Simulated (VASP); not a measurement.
Runs of VASP 6.6.1 on MgTe. The structure is hexagonal, space group P6_3mc (No. 186). Conventional cell: a = 4.520 Å, b = 4.520 Å, c = 7.330 Å, α = 90.00°, β = 90.00°, γ = 120.00°. Mg (site symmetry 3m) has 4 Te at 2.74 to 2.82 Å as nearest neighbours. Around Te (site symmetry 3m) lie 4 Mg at 2.74 to 2.82 Å. 

```tsv
task	cell	k mesh	cutoff (eV)	smearing	gap on the mesh (eV)	pressure (GPa)	relaxed volume (Å³/atom)
relaxation of cell and atoms	relaxed	6 × 6 × 4	600	gaussian 0.02 eV	2.36	0.0	(a)
relaxation of cell and atoms	relaxed	9 × 9 × 4	600	gaussian 0.02 eV	2.37	0.0	34.46
single point	P6_3mc, 32.42 Å³/atom	6 × 6 × 4	520	gaussian 0.1 eV	(b)	2.4	-
single point	P6_3mc, 34.49 Å³/atom	9 × 9 × 4	520	gaussian 0.02 eV	2.36	0.0	-
single point	P6_3mc, 34.49 Å³/atom	6 × 6 × 4	520	gaussian 0.02 eV	2.36	0.0	-
```

Alike in all rows: level PBE; potentials or basis VASP PAW PBE potentials, release 64 (Mg, Te); no spin polarisation.

Task: Estimate the missing entries.

Result: (a) 34.47; (b) 2.55.

Caveats: spin-orbit coupling is left out, which moves the levels of the heavy elements.

A k mesh can miss the band edges, and the runs leave out spin-orbit coupling on Te.
